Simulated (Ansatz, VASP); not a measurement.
# Cross-check of InSe (In2Se2 monolayer) between VASP and Ansatz

Aim: how closely do two programs agree when they are given the same cell, functional and k mesh? The structure shown is the start of the Ansatz relaxation below; VASP solves that cell, so the two are compared at the walk's first step.

Program: Ansatz 0.2.0. Level of theory: plane waves, with VASP 6.6.1 beside it; single point at LDA. Results are calculated unless marked as measured.

### Step 1. Set-up

The cell holds 4 atoms: 2 Se and 2 In. Its edges and angles: a = 4.134 Å, b = 4.134 Å, c = 41.243 Å, α = 90.0°, β = 90.0°, γ = 120.0°. Vacuum lies along c.

### Step 2. Ansatz: relaxation, LDA

Ansatz runs on its default PAW (the set named soft_2) files.

The two programs are compared at the cell with which this relaxation starts, whose forces are those of its first step.

input.yaml reads:

```yaml
crystal:
  lattice:
    - [4.134, 0.0, 0.0]
    - [-2.067, 3.5801490192, 0.0]
    - [0.0, 0.0, 41.2429094638]
  atoms:
    - { symbol: Se, position: [0.3333333333, 0.6666666667, 0.4376509862] }
    - { symbol: In, position: [0.0, 0.0, 0.4655698393] }
    - { symbol: In, position: [0.0, 0.0, 0.5344301607] }
    - { symbol: Se, position: [0.3333333333, 0.6666666667, 0.5623490138] }
  periodic: [true, true, false]
kpoints:
  mp_grid: { grid: [12, 12, 1] }
hamiltonian:
  xc: lda
scf:
  occupations: { method: fermi_dirac, width: 0.05 }
  convergence: { dr2_threshold: 1.0e-09 }
relax:
  f_tol: 0.004
  max_steps: 90
  cell: {}
output:
  write_potential: true
  write_density: true
  volumetric_format: npy
```

On the command line:

```
$ ansatz run input.yaml --threads 4 --pin off --max-ram 12288MiB --backend cpu --events-out ev --progress --plain --runs-dir out
```

Numbers of over 12 decimals in the logs are rounded to 6 here.

The log of the run:

```text
Warning: relax.cell: scf.convergence.dr2_threshold = 1e-9 eV is looser than the 1.74438096847e-10 eV advised for a relaxation that steers and ends on the stress (1e-10 eV for each atom of the cell: 4, times the square of relax.cell.stress_2d_tol = 0.05 N/m over 15.1 Å (the atoms' height at the walk's start and 5 Å past either face), 3.302e-2 GPa, over a crystal's default 0.05). What an SCF threshold leaves in a stress goes as its square root, and in the free energy as the threshold itself, and one threshold admits the most on a small cell: [figures from the program's tests cut] Set scf.convergence.dr2_threshold to 1.74438096847e-10 eV or tighter. [rest of the remark cut]
Engine: ansatz 0.2.0, aarch64-unknown-linux-gnu
Pseudopotentials: kind: paw
Pseudopotential: Se, paw, valence charge 16, recommended cutoff 420 eV (normal), Se.paw.azcp
Pseudopotential: In, paw, valence charge 13, recommended cutoff 420 eV (normal), In.paw.azcp
Functional definition: SPW92
  exchange = slater_x
  correlation = pw_c
Crystal: 4 atoms, lattice volume = 610.409 Å³
Basis set: ecut = 420 eV, 11765 PW (Γ)
Bands: 35, of which v1, the nominal top of the filled ones, is band 29 counted from 1 (28 counted from 0)
Symmetry: 12 space group operations
Space group: P-6m2 (ITA 187), of the structure as read, at distance tolerance 8.5e-5 Å
k-points: 19 of 144 (time reversal used)
Non-local potential: Se, projectors of the file, l = 0: 2, l = 1: 2, l = 2: 3, l = 3: 1
Non-local potential: In, projectors of the file, l = 0: 2, l = 1: 2, l = 2: 2, l = 3: 2
PAW form: soft (Blöchl's): semilocal exchange-correlation on the pseudo side does not see the compensation charge
PAW frozen core: Se, regenerated for the run's functional, and the local potential with it (the file was generated under x = pbe(κ = 0.804, μ = 0.219515), c = pbe(β = 0.066725))
PAW frozen core: In, regenerated for the run's functional, and the local potential with it (the file was generated under x = pbe(κ = 0.804, μ = 0.219515), c = pbe(β = 0.066725))
PAW one-centre angular grid: Se, 590 points (default); XC on 64 Gauss nodes
PAW one-centre angular grid: In, 590 points (default); XC on 64 Gauss nodes
Initial density: superposition of atomic densities (neutral atoms: chi_scale 0, normalization atom), corrected by the library's trained network
Initial wavefunctions: pseudopotential atomic-orbital guess
Functional: x = slater, c = lda
SCF iter   1: F=—  HF=-21682.482349 eV  |F-HF|=—  |Δ(HF+E_count)|=         —  Δρ=3.08e-3  dr2=7.09e-2  ethr=1.77e-3  ⟨swp⟩=13.9  Hψ=3988  notcnv=0
preconditioner: auto → Resta (q_TF=auto, 1.843 Å⁻¹)  ε∞=1.5  [insulator: Δε(μ)=0.754 eV  Ē_g=13.661 eV  σ=0.050 eV  W_gap=1.00  n_scr=66 (ndim 8)  ℏωp=9.3 eV  f_vac=0.786  D(μ)=0.00/eV (n_scr^D=0)  ε∞_Penn≈1.5  vacuum switching on, ρ_ref=1.4e-2 e/Å³]
SCF iter   2: F=—  HF=-21682.469864 eV  |F-HF|=—  |Δ(HF+E_count)|=   1.25e-2  Δρ=1.33e-3  dr2=2.54e-2  ethr=1.22e-4  ⟨swp⟩=3.6  Hψ=1440  notcnv=0  defer=19
SCF iter   3: F=—  HF=-21682.465691 eV  |F-HF|=—  |Δ(HF+E_count)|=   4.17e-3  Δρ=6.92e-4  dr2=4.03e-3  ethr=4.38e-5  ⟨swp⟩=3.1  Hψ=1164  notcnv=0  defer=19
SCF iter   4: F=—  HF=-21682.465176 eV  |F-HF|=—  |Δ(HF+E_count)|=   5.15e-4  Δρ=3.16e-4  dr2=4.76e-4  ethr=6.95e-6  ⟨swp⟩=2.5  Hψ=967  notcnv=0  defer=19
SCF iter   5: F=—  HF=-21682.465173 eV  |F-HF|=—  |Δ(HF+E_count)|=   2.95e-6  Δρ=5.64e-5  dr2=1.35e-5  ethr=8.20e-7  ⟨swp⟩=2.5  Hψ=977  notcnv=0  defer=19
SCF iter   6: F=—  HF=-21682.465178 eV  |F-HF|=—  |Δ(HF+E_count)|=   5.11e-6  Δρ=7.12e-6  dr2=3.96e-7  ethr=2.33e-8  ⟨swp⟩=2.6  Hψ=1111  notcnv=0  defer=19
SCF iter   7: F=—  HF=-21682.465250 eV  |F-HF|=—  |Δ(HF+E_count)|=   7.23e-5  Δρ=1.56e-6  dr2=1.27e-8  ethr=6.84e-10  ⟨swp⟩=2.9  Hψ=1323  notcnv=0  defer=19
SCF iter   8: F=—  HF=-21682.465250 eV  |F-HF|=—  |Δ(HF+E_count)|=  8.99e-10  Δρ=6.56e-7  dr2=2.55e-9  ethr=1.72e-12  ⟨swp⟩=12.3  Hψ=5213  notcnv=0
SCF iter   9: F=-21682.465250 eV  HF=-21682.465250 eV  |F-HF|=1.09e-11  |Δ(HF+E_count)|=   1.44e-9  Δρ=1.29e-7  dr2=9.24e-11  ethr=1.72e-12  ⟨swp⟩=9.2  Hψ=3980  notcnv=0
SCF 1 converged in 9 iterations: F = -21682.465250 eV  dr2 = 9.24e-11
  greatest PAW one-centre occupation: 1.000 electrons in one spin orbital (limit 2), on the Se atom at site 3 (counted from 0), in its partial waves of l = 2
[...]
SCF iter   5: F=—  HF=-21682.609893 eV  |F-HF|=—  |Δ(HF+E_count)|=   5.65e-8  Δρ=1.71e-6  dr2=1.10e-8  ethr=5.26e-10  ⟨swp⟩=2.9  Hψ=1328  notcnv=0
SCF iter   6: F=—  HF=-21682.609893 eV  |F-HF|=—  |Δ(HF+E_count)|=   9.84e-9  Δρ=4.00e-7  dr2=1.22e-9  ethr=1.89e-11  ⟨swp⟩=2.8  Hψ=1366  notcnv=0
SCF iter   7: F=-21682.609893 eV  HF=-21682.609893 eV  |F-HF|=4.00e-11  |Δ(HF+E_count)|=  4.22e-10  Δρ=1.19e-7  dr2=1.10e-10  ethr=1.72e-12  ⟨swp⟩=10.2  Hψ=4491  notcnv=0
SCF 6 converged in 7 iterations: F = -21682.609893 eV  dr2 = 1.10e-10
relax step   6: F+E_penalty+E_count = -21682.60989291 eV  Δ(F+E_penalty+E_count) = -6.589e-5 eV  max|allowed force component| = 1.320e-3 eV/Å  Δτ_max = 0.0048 Å  P = +0.007 N/m  Ω = 557.817 Å³  energy of the carried Pulay correction = +1.705e-3 eV  fix = [c, alpha, beta]  reactions: c +0.000 N/m  (7 SCF iters, accepted)
Initial wavefunctions: pseudopotential atomic-orbital guess (no wavefunctions were taken with the density)
iter 1 solved again at ethr=1.98e-7 eV; its pass at ethr=3.10e-3 eV (dr2=1.15e-4 eV) is discarded
SCF iter   1: F=—  HF=-21682.608239 eV  |F-HF|=—  |Δ(HF+E_count)|=         —  Δρ=4.12e-5  dr2=1.53e-6  ethr=1.98e-7  ⟨swp⟩=5.4  Hψ=6737  notcnv=0
preconditioner: auto → Resta (q_TF=auto, 1.871 Å⁻¹)  ε∞=1.5  [insulator: Δε(μ)=1.674 eV  Ē_g=13.920 eV  σ=0.050 eV  W_gap=1.00  n_scr=54 (ndim 8)  ℏωp=9.7 eV  f_vac=0.782  D(μ)=0.00/eV (n_scr^D=0)  ε∞_Penn≈1.5  vacuum switching on, ρ_ref=1.4e-2 e/Å³]
SCF iter   2: F=—  HF=-21682.608314 eV  |F-HF|=—  |Δ(HF+E_count)|=   7.47e-5  Δρ=2.02e-5  dr2=4.22e-7  ethr=2.65e-9  ⟨swp⟩=2.9  Hψ=1447  notcnv=0
SCF iter   3: F=—  HF=-21682.608314 eV  |F-HF|=—  |Δ(HF+E_count)|=   9.89e-8  Δρ=5.48e-6  dr2=5.19e-8  ethr=7.28e-10  ⟨swp⟩=2.5  Hψ=935  notcnv=0
SCF iter   4: F=—  HF=-21682.608314 eV  |F-HF|=—  |Δ(HF+E_count)|=   1.48e-8  Δρ=1.38e-6  dr2=6.60e-8  ethr=8.94e-11  ⟨swp⟩=2.8  Hψ=1281  notcnv=0
SCF iter   5: F=-21682.608314 eV  HF=-21682.608314 eV  |F-HF|=6.66e-10  |Δ(HF+E_count)|=   1.17e-8  Δρ=4.95e-7  dr2=9.32e-10  ethr=1.72e-12  ⟨swp⟩=14.3  Hψ=5905  notcnv=0
SCF 7 converged in 5 iterations: F = -21682.608314 eV  dr2 = 9.32e-10
relax step   7: F+E_penalty+E_count = -21682.60831400 eV  Δ(F+E_penalty+E_count) = +1.579e-3 eV  max|allowed force component| = 1.748e-3 eV/Å  Δτ_max = 0.0000 Å  P = +0.003 N/m  Ω = 557.817 Å³  fix = [c, alpha, beta]  reactions: c +0.000 N/m  stress off target by 2.93e-3 N/m on what of the cell is left free  SCF on the basis re-selected at this cell (its energy is not comparable with the rows above)  (5 SCF iters)
basis re-selected at this cell: Δ(F+E_penalty+E_count) = +1.579e-3 eV, ΔP = -0.004 N/m vs the last step (what re-selecting the basis moved, of the pressure what is left beyond the Pulay correction that the steps carried, after the strain that the cell walked since its last selection, with what the two solves' SCF thresholds leave and, on support functions, any second-order correction that the steps lacked; it is no measure of the basis error at this ecutwfc). The dense FFT grid was sized anew with the basis: this SCF ran on 27×27×288 points, the steps before it on 30×30×288, so part of this shift can come from that change (see relax.cell in the input reference). [rest of the remark cut]
WARN: The output density's exchange-correlation potential varies sharply where the density is thin. Do not read a vacuum level from v_tot or v_xc, or from such a field of the output density. On a cell that repeats whose density bears no net charge and no dipole along the vacuum's axis use v_es (v_loc + v_h of the components); under efield.dipole_correction with no amplitude use v_es + v_field, which holds any externa [...]
SCF converged after 5 iterations
Free energy (F): -21682.608314 eV
Harris-Foulkes:  -21682.608314 eV  (|F-HF|=6.66e-10)
Internal energy: -21682.608314 eV  (E = F + TS)
E sigma→0 (E₀):  -21682.608314 eV
Fermi energy:    -5.273701 eV
--- Per-component energies (eV) ---
  E_band       = -1651.677477
  E_kinetic    = 726.789348
  E_local      = -182491.799132  (includes V_loc(G=0)·N_el)
  E_nonlocal   = -437.926095
  E_hartree    = 90565.197068
  E_xc         = -633.968691
  E_vxc        = -398.829922  (∫ρ·V_xc dr)
  E_paw        = -11685.188505  (= ΣΔE_a)
  E_vpaw       = -180.306408  (= ΣTr[D̂ρ^β])
  E_aug_tail   = -0.001156  (compensation charges beyond the density's cutoff)
  E_ewald      = 82269.285051
  E_core_change = 5.003797  (= ΣΔE_core)
  E_smearing   = -0.000000  (= −TS)
  E_closure    = 0.000000  (closes the sum)
  Σ components = -21682.608314   (vs F -21682.608314, Δ=0.00e0)
--- Forces (eV/Å), atoms counted from 1 ---
  atom   1  Se    -0.00000000     0.00000000    -0.00056804
  atom   2  In    -0.00000000    -0.00000000     0.00174804
  atom   3  In     0.00000000    -0.00000000    -0.00174804
  atom   4  Se    -0.00000000     0.00000000     0.00056804
  max |Σ_I F_I| component: 3.47e-17 eV/Å
--- 2D stress c σ (N/m, compression-positive) ---
        0.002926       0.000000       0.000000
        0.000000       0.002926       0.000000
        0.000000       0.000000       0.000000
  P = ½ c Tr σ = 0.0029 N/m
--- Band table (eV; the first three rows and the last of 19) ---
  k-point 0: bands = [... 25 lower, -6.5958, -6.5111, -6.5111, -6.2836, -4.5186, -3.3375, -1.0380, -1.0380, ... 2 higher]
  k-point 1: bands = [... 25 lower, -6.9631, -6.6921, -6.5956, -6.2246, -4.1037, -2.9182, -1.4703, -0.9585, ... 2 higher]
  k-point 2: bands = [... 25 lower, -7.6612, -6.9358, -6.8113, -6.1924, -3.5070, -2.6743, -1.6702, -0.8375, ... 2 higher]
  k-point 18: bands = [... 25 lower, -9.1091, -7.9992, -7.4940, -7.3358, -3.6801, -2.9050, -2.0905, -1.1627, ... 2 higher]
  the weakly bound empty levels are not read free of the cell's end (no_gap_told)
--- Relaxed structure (6 steps of the walk, 5 accepted, 1 SCFs on fresh bases) ---
  F+E_penalty+E_count = -21682.60831400 eV   max|allowed force component| = 1.748e-3 eV/Å   (the final SCF, on the basis selected at the relaxed cell)
  cell:  # Å, volume = 557.8165 Å³
    - [3.951898, 0, 0.0]
    - [-1.975949, 3.422444, 0.0]
    - [0.0, 0.0, 41.2429094638]
  atoms:
    - { symbol: Se, position: [0.333333, 0.666667, 0.435885] }
    - { symbol: In, position: [0, -3.700743415524894e-17, 0.466809] }
    - { symbol: In, position: [0, -3.700743415524894e-17, 0.533191] }
    - { symbol: Se, position: [0.333333, 0.666667, 0.564115] }
```

### Step 3. VASP: single point, LDA, start cell

The same cell, functional (in two slightly different forms), mesh and smearing now go to VASP, with its own data sets.

Lines of VASP's logs that name or quote its potential files are left out, and so is its time.

INCAR reads:

```
SYSTEM = InSe
PREC = Accurate
ENCUT = 400
EDIFF = 1E-06
NELM = 120
ISMEAR = -1
SIGMA = 0.05
LREAL = .FALSE.
ALGO = Normal
GGA = CA
NBANDS = 25
LORBIT = 11
LWAVE = .FALSE.
LCHARG = .FALSE.
ISIF = 2
LDIPOL = .TRUE.
IDIPOL = 3
DIPOL = 0.5 0.5 0.5
LVHAR = .TRUE.
LASPH = .TRUE.
GGA_COMPAT = .FALSE.
EFERMI = MIDGAP
NELMDL = -8
KPAR = 2
```

POSCAR reads:

```
InSe
1.0
    4.1340000000      0.0000000000      0.0000000000
   -2.0670000000      3.5801490000      0.0000000000
    0.0000000000      0.0000000000     41.2429090000
Se In
2 2
Direct
    0.3333333333      0.6666666667      0.4376509911
    0.3333333333      0.6666666667      0.5623490089
    0.0000000000      0.0000000000      0.4655698511
    0.0000000000      0.0000000000      0.5344301732
```

KPOINTS reads:

```
Automatic mesh
0
Gamma
12 12 1
0 0 0
```

Potentials, in the order of the species: Se and In_d (LDA family, release 64).

On the command line:

```
$ mpirun -np 2 vasp_std
```

The log of the run:

```text
[banner, memory and clock lines left out]
running    2 mpi-ranks, on    1 nodes
 distrk:  each k-point on    1 cores,    2 groups
 distr:  one band on    1 cores,    1 groups

 POSCAR found type information on POSCAR SeIn
 POSCAR found :  2 types and       4 ions
 LDA part: xc-table for (Slater(with rela. corr.)+CA(PZ))
 , standard interpolation
 POSCAR, INCAR and KPOINTS ok, starting setup
 FFT: planning ... GRIDC
 FFT: planning ... GRID_SOFT
 FFT: planning ... GRID
 WAVECAR not read
 entering main loop
       N       E                     dE             d eps       ncg     rms          rms(c)
DAV:   1     0.243114018131E+03    0.24311E+03   -0.12971E+04  1278   0.898E+02
DAV:   2     0.110925752042E+02   -0.23202E+03   -0.22924E+03  1139   0.264E+02
DAV:   3    -0.161532132711E+02   -0.27246E+02   -0.27099E+02  1273   0.105E+02
DAV:   4    -0.168987334842E+02   -0.74552E+00   -0.74434E+00  1150   0.229E+01
DAV:   5    -0.169265515907E+02   -0.27818E-01   -0.27814E-01  1490   0.365E+00
DAV:   6    -0.169272080780E+02   -0.65649E-03   -0.65648E-03  1435   0.484E-01
DAV:   7    -0.169272181291E+02   -0.10051E-04   -0.10051E-04  1490   0.558E-02
DAV:   8    -0.169272183438E+02   -0.21474E-06   -0.21472E-06  1139   0.878E-03    0.650E+00
DAV:   9    -0.164445755616E+02    0.48264E+00   -0.95758E-01  1266   0.156E+01    0.397E+00
DAV:  10    -0.163998639979E+02    0.44712E-01   -0.47992E-01  1343   0.500E+00    0.808E-01
DAV:  11    -0.163923928638E+02    0.74711E-02   -0.50112E-02  1462   0.264E+00    0.545E-01
DAV:  12    -0.163922291781E+02    0.16369E-03   -0.66763E-03  1039   0.401E-01    0.154E-01
DAV:  13    -0.163921663377E+02    0.62840E-04   -0.56466E-04  1402   0.279E-01    0.629E-02
DAV:  14    -0.163922640078E+02   -0.97670E-04   -0.16006E-04  1172   0.869E-02    0.175E-02
DAV:  15    -0.163923068208E+02   -0.42813E-04   -0.14611E-05  1355   0.227E-02    0.136E-02
DAV:  16    -0.163923644014E+02   -0.57581E-04   -0.75643E-06   948   0.115E-02    0.409E-03
DAV:  17    -0.163923817091E+02   -0.17308E-04   -0.95647E-07   900   0.138E-02    0.289E-03
DAV:  18    -0.163924370059E+02   -0.55297E-04   -0.57398E-06   908   0.108E-02    0.200E-03
DAV:  19    -0.163924632304E+02   -0.26225E-04   -0.24977E-06   919   0.412E-03    0.273E-03
DAV:  20    -0.163924756906E+02   -0.12460E-04   -0.44308E-07   813   0.386E-03    0.883E-04
DAV:  21    -0.163924813160E+02   -0.56255E-05   -0.15205E-07   812   0.176E-03    0.645E-04
DAV:  22    -0.163924847225E+02   -0.34065E-05   -0.40306E-08   767   0.105E-03    0.323E-04
DAV:  23    -0.163924875266E+02   -0.28041E-05   -0.67090E-08   783   0.135E-03    0.290E-04
DAV:  24    -0.163924882255E+02   -0.69886E-06   -0.87240E-09   705   0.600E-04
   1 F= -.16392488E+02 E0= -.16392476E+02  d E =-.235856E-04
```

[end of part 1 of 2]

[Lines on the potential files, build, host, timing and source positions are cut from VASP's logs without a mark.]

[Logs are printed without paths, hosts, clocks, repeated set-up lines and the standing remarks that a program may print on its own settings, such as how far it seeks lower states.]

[Hosts, paths, dates, database ids (printed as entryN), source tags and the programs' standing remarks are cut or masked in the printed files.]
